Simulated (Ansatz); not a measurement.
# ZrB2 (P6/mmm) in Ansatz: further runs

The runs below take ZrB2 through single point, equation of state, with r2SCAN+rVV10.

Program: Ansatz 0.2.0. These are calculated values, not measurements. Logs are shortened: lines on timing, memory, paths and dates and some standing lists are left out, and cuts for length are marked.

**1. The crystal as given**

It takes space group P6/mmm (No. 191, hexagonal). The conventional cell has a = 3.170 Å, b = 3.170 Å, c = 3.533 Å, α = 90.00°, β = 90.00°, γ = 120.00°. Around Zr (site symmetry 6/mmm) lie 12 B at 2.54 Å. Around B (site symmetry -6m2) lie 3 B at 1.83 Å.

**2. Single point, r2SCAN+rVV10, 9.63 Å³/atom (volume scaled by 0.94)**

input.yaml

```yaml
crystal:
  lattice:
    - [3.1052879646, 0.0, 0.0]
    - [-1.5526439823, 2.6892582634, 0.0]
    - [0.0, 0.0, 3.4608777221]
  atoms:
    - { symbol: Zr, position: [0.0, 0.0, 0.0] }
    - { symbol: B, position: [0.6666666667, 0.3333333333, 0.5] }
    - { symbol: B, position: [0.3333333333, 0.6666666667, 0.5] }
hamiltonian:
  xc: r2scan
  pseudopotentials: { kind: paw }
  dispersion: rvv10
kpoints:
  mp_grid: { grid: [10, 10, 8] }
scf:
  occupations: { method: fermi_dirac, width: 0.05 }
output:
  forces: true
  stress: true
  eigenvalues: true
```

Potentials or basis: Ansatz PAW.

Started as:

```
$ ansatz run input.yaml --threads 2 --pin off --max-ram 5120MiB --backend cpu --events-out ev --progress --plain --runs-dir out
```

The program printed:

```text
Warning: RAYON_NUM_THREADS=2 ignored (pool sized by the plan → 2); use --threads N
Engine: ansatz 0.2.0, aarch64-unknown-linux-gnu
Pseudopotentials: kind: paw
Pseudopotential: Zr, paw, valence charge 12, recommended cutoff 500 eV (meta_gga), Zr.paw.azcp
Pseudopotential: B, paw, valence charge 3, recommended cutoff 500 eV (meta_gga), B.paw.azcp
Functional definition: r2SCAN+rVV10
  parameter k0 = 0.174
  parameter k1 = 0.065
  parameter a1 = 4.9479
  exchange = r2scan_x(k0 = k0, k1 = k1, a1 = a1)
  correlation = r2scan_c + rvv10(11.95, 0.0093)
Crystal: 3 atoms, lattice volume = 28.902 Å³
Basis set: ecut = 500 eV, 733 PW (Γ), exchange–correlation on 108×108×120 points (64 copies of the dense FFT grid, shifted against one another)
Bands: 13, of which v1, the nominal top of the filled ones, is band 9 counted from 1 (8 counted from 0)
Symmetry: 24 space group operations
Space group: P6/mmm (ITA 191), of the structure as read, at distance tolerance 3.1e-5 Å
k-points: 70 of 800
Non-local potential: Zr, projectors of the file, l = 0: 3, l = 1: 2, l = 2: 2, l = 3: 2
Non-local potential: B, projectors of the file, l = 0: 2, l = 1: 2, l = 2: 1
PAW form: soft (Blöchl's): semilocal exchange-correlation on the pseudo side does not see the compensation charge
rVV10 density: all electrons in the spheres
PAW frozen core: Zr, regenerated for the run's functional (the file was generated under x = pbe(κ = 0.804, μ = 0.2195149727645171), c = pbe(β = 0.06672455060314922))
PAW frozen core: B, regenerated for the run's functional (the file was generated under x = pbe(κ = 0.804, μ = 0.2195149727645171), c = pbe(β = 0.06672455060314922))
PAW one-centre angular grid: Zr, 590 points (default); XC on 160 Gauss nodes
PAW one-centre angular grid: B, 302 points (default); XC on 160 Gauss nodes
Initial density: superposition of atomic densities (neutral atoms: chi_scale 0, normalization atom), corrected by the library's trained network
Initial wavefunctions: pseudopotential atomic-orbital guess
Functional: x = r2scan, c = r2scan + rvv10(b = 11.95, C = 0.0093); τ floored in thin density (d = 2e-4 eV/Å³)
SCF iter   1: F=—  HF=-4509.553129 eV  |F-HF|=—  |Δ(HF+E_count)|=         —  Δρ=6.44e-3  dr2=7.01e-3  dr2_τ=2.79e-1  ethr=1.77e-3  ⟨swp⟩=5.9  Hψ=5147  notcnv=0
preconditioner: auto → none  [insulator: Δε(μ)=0.200 eV  Ē_g=9.868 eV  σ=0.050 eV  W_gap=0.61  n_scr=8 (ndim 8)  ℏωp=21.8 eV  f_vac=0.000  D(μ)=0.31/eV (n_scr^D=0)  ε∞_Penn≈5.9]
SCF iter   2: F=—  HF=-4509.639084 eV  |F-HF|=—  |Δ(HF+E_count)|=   8.60e-2  Δρ=3.78e-3  dr2=1.56e-3  dr2_τ=2.15e-4  ethr=3.89e-5  ⟨swp⟩=2.0  Hψ=2380  notcnv=0
SCF iter   3: F=—  HF=-4509.640023 eV  |F-HF|=—  |Δ(HF+E_count)|=   9.38e-4  Δρ=6.38e-4  dr2=7.58e-5  dr2_τ=1.79e-5  ethr=8.65e-6  ⟨swp⟩=2.5  Hψ=1425  notcnv=0
SCF iter   4: F=—  HF=-4509.640061 eV  |F-HF|=—  |Δ(HF+E_count)|=   3.89e-5  Δρ=2.20e-4  dr2=2.97e-5  dr2_τ=2.90e-6  ethr=4.21e-7  ⟨swp⟩=2.0  Hψ=1442  notcnv=0
SCF iter   5: F=—  HF=-4509.640052 eV  |F-HF|=—  |Δ(HF+E_count)|=   8.95e-6  Δρ=5.88e-5  dr2=4.05e-7  dr2_τ=4.66e-8  ethr=1.65e-7  ⟨swp⟩=2.1  Hψ=1263  notcnv=0
SCF iter   6: F=-4509.640054 eV  HF=-4509.640054 eV  |F-HF|=1.55e-8  |Δ(HF+E_count)|=   1.06e-6  Δρ=1.18e-5  dr2=3.29e-8  dr2_τ=5.46e-9  ethr=5.56e-10  ⟨swp⟩=5.9  Hψ=4482  notcnv=0
SCF 1 converged in 6 iterations: F = -4509.640054 eV  dr2 = 3.29e-8
SCF converged after 6 iterations
Free energy (F): -4509.640054 eV
Harris-Foulkes:  -4509.640054 eV  (|F-HF|=1.55e-8)
Internal energy: -4509.637402 eV  (E = F + TS)
E sigma→0 (E₀):  -4509.638728 eV
Entropy (-TS):   -0.002652 eV (-0.884 meV/atom)
Fermi energy:    16.842447 eV
--- Per-component energies (eV) ---
  E_band       = -18.162143
  E_kinetic    = 440.073473
  E_local      = -522.491836  (includes V_loc(G=0)·N_el)
  E_nonlocal   = 100.035466
  E_hartree    = 167.061471
  E_xc         = -221.501670
  E_vxc        = -299.995918  (∫ρ·V_xc dr)
  E_paw        = -3131.041371  (= ΣΔE_a)
  E_vpaw       = -86.366741  (= ΣTr[D̂ρ^β])
  E_aug_tail   = 0.000001  (compensation charges beyond the density's cutoff)
  E_vtau       = 16.457811  (kinetic-family band-sum trace: ∫τ·v_τ [+ j·A + Jᵃ·Aᵃ] dr)
  E_ewald      = -1341.571311
  E_core_change = -0.201626  (= ΣΔE_core)
  E_smearing   = -0.002652  (= −TS)
  E_closure    = -0.000000  (closes the sum)
  Σ components = -4509.640054   (vs F -4509.640054, Δ=0.00e0)
--- Forces (eV/Å), atoms counted from 1 ---
  atom   1  Zr     0.00000000     0.00000000     0.00000000
  atom   2  B      0.00000000     0.00000000     0.00000000
  atom   3  B     -0.00000000    -0.00000000     0.00000000
  max |Σ_I F_I| component: 3.70e-17 eV/Å
--- Stress (GPa, compression-positive) ---
       16.577848       0.000000       0.000000
        0.000000      16.577848       0.000000
        0.000000       0.000000      17.711712
  P = ⅓ Tr σ = 16.9558 GPa (169.558 kbar)
--- Band table (eV; the first three rows and the last of 70) ---
  k-point 0: bands = ["-33.2356", "-10.7706", "-10.0971", "-10.0971", "3.0043", "14.0217", "14.0217", "14.1093", "14.3781", "20.8416", "20.8416", "21.7086", "21.7086"]
  k-point 1: bands = ["-33.2315", "-10.8471", "-10.0921", "-10.0921", "3.2711", "12.7787", "14.1839", "14.1839", "15.6543", "19.6888", "19.6888", "21.1656", "21.1656"]
  k-point 2: bands = ["-33.2215", "-11.0259", "-10.0796", "-10.0796", "3.9831", "11.2910", "14.6561", "14.6561", "17.0753", "18.4056", "18.4056", "19.9193", "19.9193"]
  k-point 69: bands = ["-33.0298", "-10.9668", "-10.8852", "-10.7449", "6.7738", "7.8247", "11.6241", "13.8937", "14.0045", "21.5377", "23.4689", "23.8013", "24.0557"]
```

Wall time 3.1 s (2 threads of Arm Neoverse V1, shared host); peak memory 0.44 GiB.

Results:

* Free energy: -4509.6401 eV
* Pressure: 17.0 GPa
* Band gap on the k mesh: none (metal or under the smearing width)

Caveat: pairwise dispersion overbinds metals, which lowers pressure and volume; the PAW data sets come from PBE, with cores solved anew for the run's functional, which leaves a small shift of forces and pressure.

**3. Single point, r2SCAN+rVV10, 9.84 Å³/atom (volume scaled by 0.96)**

Edit input.yaml of step 2 so:

```diff
@@ -2,5 +2,5 @@
   lattice:
-    - [3.1052879646, 0.0, 0.0]
-    - [-1.5526439823, 2.6892582634, 0.0]
-    - [0.0, 0.0, 3.4608777221]
+    - [3.1271569103, 0.0, 0.0]
+    - [-1.5635784551, 2.7081973259, 0.0]
+    - [0.0, 0.0, 3.4852509034]
   atoms:
@@ -21 +21,5 @@
   eigenvalues: true
+  write_density: true
+  write_potential: true
+  elf: true
+  volumetric_format: npy
```

Potentials or basis: Ansatz PAW.

Started as:

```
$ ansatz run input.yaml --threads 2 --pin off --max-ram 5120MiB --backend cpu --events-out ev --progress --plain --runs-dir out
```

Wall time 3.7 s (2 threads of Arm Neoverse V1, shared host); peak memory 0.44 GiB.

It converged, with:

```yaml
Free_energy: -4509.6929 eV
Pressure: 10.7 GPa
Band_gap_on_the_k_mesh: none (metal or under the smearing width)
```

Caveat: pairwise dispersion overbinds metals, which lowers pressure and volume; the PAW data sets come from PBE, with cores solved anew for the run's functional, which leaves a small shift of forces and pressure.

**4. Single point, r2SCAN+rVV10, 10.04 Å³/atom (volume scaled by 0.98)**

Edit input.yaml of step 3 so:

```diff
@@ -2,5 +2,5 @@
   lattice:
-    - [3.1271569103, 0.0, 0.0]
-    - [-1.5635784551, 2.7081973259, 0.0]
-    - [0.0, 0.0, 3.4852509034]
+    - [3.1487241912, 0.0, 0.0]
+    - [-1.5743620956, 2.7268751391, 0.0]
+    - [0.0, 0.0, 3.5092878761]
   atoms:
```

Started as:

```
$ ansatz run input.yaml --threads 2 --pin off --max-ram 5120MiB --backend cpu --events-out ev --progress --plain --runs-dir out
```

Wall time 3.8 s (2 threads of Arm Neoverse V1, shared host); peak memory 0.44 GiB.

The run converged. Its results:

| Property | Result |
| --- | --- |
| Free energy | -4509.7228 eV |
| Pressure | 5.0 GPa |
| Band gap on the k mesh | none (metal or under the smearing width) |

Caveat: pairwise dispersion overbinds metals, which lowers pressure and volume; the PAW data sets come from PBE, with cores solved anew for the run's functional, which leaves a small shift of forces and pressure.

**5. Single point, r2SCAN+rVV10, 10.25 Å³/atom**

Edit input.yaml of step 4 so:

```diff
@@ -2,5 +2,5 @@
   lattice:
-    - [3.1487241912, 0.0, 0.0]
-    - [-1.5743620956, 2.7268751391, 0.0]
-    - [0.0, 0.0, 3.5092878761]
+    - [3.17, 0.0, 0.0]
+    - [-1.585, 2.74530053, 0.0]
+    - [0.0, 0.0, 3.533]
   atoms:
@@ -21,5 +21 @@
   eigenvalues: true
-  write_density: true
-  write_potential: true
-  elf: true
-  volumetric_format: npy
```

Started as:

```
$ ansatz run input.yaml --threads 2 --pin off --max-ram 5120MiB --backend cpu --events-out ev --progress --plain --runs-dir out
```

It took 3.4 s on 2 threads of Arm Neoverse V1, shared host; peak memory 0.44 GiB.

The run converged. Its results:

```yaml
Free_energy: -4509.7319 eV
Pressure: -0.2 GPa
Band_gap_on_the_k_mesh: none (metal or under the smearing width)
```

Caveat: pairwise dispersion overbinds metals, which lowers pressure and volume; the PAW data sets come from PBE, with cores solved anew for the run's functional, which leaves a small shift of forces and pressure.

**6. Single point, r2SCAN+rVV10, 10.45 Å³/atom (volume scaled by 1.02)**

Edit input.yaml of step 5 so:

```diff
@@ -2,5 +2,5 @@
   lattice:
-    - [3.17, 0.0, 0.0]
-    - [-1.585, 2.74530053, 0.0]
-    - [0.0, 0.0, 3.533]
+    - [3.1909939893, 0.0, 0.0]
+    - [-1.5954969947, 2.7634818581, 0.0]
+    - [0.0, 0.0, 3.5563980329]
   atoms:
```

Potentials or basis: Ansatz PAW.

Started as:

```
$ ansatz run input.yaml --threads 2 --pin off --max-ram 5120MiB --backend cpu --events-out ev --progress --plain --runs-dir out
```

It took 3.4 s on 2 threads of Arm Neoverse V1, shared host; peak memory 0.44 GiB.

The run converged. Its results:

```yaml
Free_energy: -4509.7221 eV
Pressure: -4.8 GPa
Band_gap_on_the_k_mesh: none (metal or under the smearing width)
```

Caveat: pairwise dispersion overbinds metals, which lowers pressure and volume; the PAW data sets come from PBE, with cores solved anew for the run's functional, which leaves a small shift of forces and pressure.

**7. Single point, r2SCAN+rVV10, 10.66 Å³/atom (volume scaled by 1.04)**

Edit input.yaml of step 6 so:

```diff
@@ -2,5 +2,5 @@
   lattice:
-    - [3.1909939893, 0.0, 0.0]
-    - [-1.5954969947, 2.7634818581, 0.0]
-    - [0.0, 0.0, 3.5563980329]
+    - [3.2117153101, 0.0, 0.0]
+    - [-1.6058576551, 2.7814270483, 0.0]
+    - [0.0, 0.0, 3.5794921737]
   atoms:
```

Started as:

```
$ ansatz run input.yaml --threads 2 --pin off --max-ram 5120MiB --backend cpu --events-out ev --progress --plain --runs-dir out
```

Run time: 3.3 s. Hardware: 2 threads of Arm Neoverse V1, shared host; peak memory 0.44 GiB.

Results (log left out):

```yaml
Free_energy: -4509.6953 eV
Pressure: -9.1 GPa
Band_gap_on_the_k_mesh: none (metal or under the smearing width)
```

Caveat: pairwise dispersion overbinds metals, which lowers pressure and volume; the PAW data sets come from PBE, with cores solved anew for the run's functional, which leaves a small shift of forces and pressure.

**8. Single point, r2SCAN+rVV10, 10.86 Å³/atom (volume scaled by 1.06)**

Edit input.yaml of step 7 so:

```diff
@@ -2,5 +2,5 @@
   lattice:
-    - [3.2117153101, 0.0, 0.0]
-    - [-1.6058576551, 2.7814270483, 0.0]
-    - [0.0, 0.0, 3.5794921737]
+    - [3.2321726471, 0.0, 0.0]
+    - [-1.6160863235, 2.7991436218, 0.0]
+    - [0.0, 0.0, 3.6022921016]
   atoms:
```

Started as:

```
$ ansatz run input.yaml --threads 2 --pin off --max-ram 5120MiB --backend cpu --events-out ev --progress --plain --runs-dir out
```

It took 3.4 s on 2 threads of Arm Neoverse V1, shared host; peak memory 0.44 GiB.

The run converged. Its results:

* Free energy: -4509.6529 eV
* Pressure: -12.9 GPa
* Band gap on the k mesh: none (metal or under the smearing width)

Caveat: pairwise dispersion overbinds metals, which lowers pressure and volume; the PAW data sets come from PBE, with cores solved anew for the run's functional, which leaves a small shift of forces and pressure.

**9. Equation of state, r2SCAN+rVV10**

Potentials or basis: Ansatz PAW.

No new run: the results of the series are fitted here.

What came out:

```yaml
Equilibrium_volume: 10.24 Å³/atom
Bulk_modulus_at_fixed_shape_and_positions: 246 GPa
Pressure_derivative_of_the_bulk_modulus: 3.9
```

Energy against volume, from the lowest point:
```
volume (Å³/atom)  energy (meV/atom)
           9.634              30.62
           9.839              13.01
          10.044               3.04
          10.249               0.00
          10.454               3.25
          10.659              12.21
          10.864              26.34
```

Caveat: the cell was scaled at fixed shape and fractional positions, which overstates the stiffness of a crystal with free parameters, most of all of layers and chains; the PAW data sets were made with another functional, which shifts forces and pressure a little.
